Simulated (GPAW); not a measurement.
Wanted: an ASE script for a GPAW 26.7.0 run.

```yaml
Task: equation of state
Functional: LDA
Potentials_or_basis: the program's PAW data sets (release 1.2.1) made for this functional
Cutoff: 800 eV
Basis: pw
k_mesh: 8 × 8 × 8
Occupations: fermi-dirac, width 0.05 eV
Spin: no spin polarisation
Maxiter: 150
Eos_scales: "[0.94, 0.96, 0.98, 1.0, 1.02, 1.04, 1.06]"
```

CaF2 (Fluorite):

```xyz
3
Lattice="0.0000 2.7310 2.7310 2.7310 0.0000 2.7310 2.7310 2.7310 0.0000" Properties=species:S:1:pos:R:3 pbc="T T T"
Ca    0.0000    0.0000    0.0000
F     4.0965    4.0965    4.0965
F     1.3655    1.3655    1.3655
```

The input as run:

run.py

```python
from ase import Atoms
from ase.eos import EquationOfState
from ase.io import Trajectory
from ase.units import GPa
from gpaw import GPAW, PW

atoms = Atoms(['Ca', 'F', 'F'],
              cell=[[0.0, 2.731, 2.731],
                    [2.731, 0.0, 2.731],
                    [2.731, 2.731, 0.0]],
              scaled_positions=[[0.0, 0.0, 0.0],
                                [0.75, 0.75, 0.75],
                                [0.25, 0.25, 0.25]],
              pbc=True)

traj = Trajectory('eos.traj', 'w')
volumes, energies = [], []
for x in [0.94, 0.96, 0.98, 1.0, 1.02, 1.04, 1.06]:
    a = atoms.copy()
    a.set_cell(atoms.cell * x**(1 / 3), scale_atoms=True)
    calc = GPAW(mode=PW(800),
                xc='LDA',
                kpts={'size': (8, 8, 8), 'gamma': True},
                occupations={'name': 'fermi-dirac', 'width': 0.05},
                nbands=22,
                convergence={'density': 1e-05, 'energy': 1e-05},
                maxiter=150,
                txt=f'eos-{x:.2f}.txt')
    a.calc = calc
    energies.append(a.get_potential_energy(force_consistent=True))
    volumes.append(a.get_volume())
    p = -a.get_stress()[:3].mean() / GPa
    calc.write(f'eos-{x:.2f}.gpw')
    traj.write(a)
    print(f'{x:.2f} {volumes[-1]:10.4f} A^3 {energies[-1]:14.6f} eV {p:9.3f} GPa', flush=True)

v0, e0, B = EquationOfState(volumes, energies, eos='birchmurnaghan').fit()
print(f'V0 = {v0:.4f} A^3, E0 = {e0:.6f} eV, B0 = {B / GPa:.2f} GPa')
```

Potentials or basis: the program's PAW data sets (release 1.2.1) made for this functional, pw.

The run is started by

```console
$ OMP_NUM_THREADS=1 python run.py
```

Results of the run:

```json
{"Equilibrium volume": "12.69 Å³/atom (rough: see the caveat)", "Bulk modulus": "103 GPa (rough)"}
```

Caveat: the minimum lies outside the volumes run.

Run time: 2.9 min on 1 thread of Arm Neoverse V1, with other jobs on the host, peak memory 0.19 GiB.
